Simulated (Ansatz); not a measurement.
Stiffness of Zr from strained cells

```
CELL_PARAMETERS angstrom
-1.81000 1.81000 1.81000
1.81000 -1.81000 1.81000
1.81000 1.81000 -1.81000
ATOMIC_POSITIONS crystal
Zr 0.00000 0.00000 0.00000
```

The cell comes from COD entry 9008559, which wasn't checked; take it as a given geometry.

Level of theory: Ansatz 0.2.0, DFT, PBE, all-electron LAPW, scalar-relativistic.

Sampling and basis: a Γ-centred 14×14×14 k mesh, Fermi–Dirac smearing of 0.08 eV, basis error target 0.5 meV/atom, no spin polarisation.

The unstrained cell is at -3.02 GPa. Large strains and very small stresses are left out. Each strain is applied once, with fractional coordinates held (clamped ions), and σ below is the change of stress, positive in tension. One finite strain gives stress–strain coefficients at this pressure with an error of the order of the strain times third-order constants, a few per cent for each per cent of strain. In a metal the k mesh adds noise of tens of per cent to soft shears.

Problem. Estimate the stiffness probed by this change, and the stress that it gives: equal xy, yz and zx engineering shear strains of -1 %.

Solution. σxy = -0.28 GPa and γxy = 2εxy = -0.0100, so C44 (clamped ions) = σxy/γxy = 28 GPa.

Problem. With equal xy, yz and zx engineering shear strains of +1 %, the run gives σxy = 0.31 GPa and γxy = 2εxy = 0.0100. Which stiffness follows?

Solution. C44 (clamped ions) = σxy/γxy = 31 GPa.

Problem. The two estimates of C44 (clamped ions) differ. Why, and which value is best?

Solution. Finite strains add third-order terms, and in a metal the k mesh adds noise; two strains on one mesh can't tell these apart, so neither value is shown to be the better.
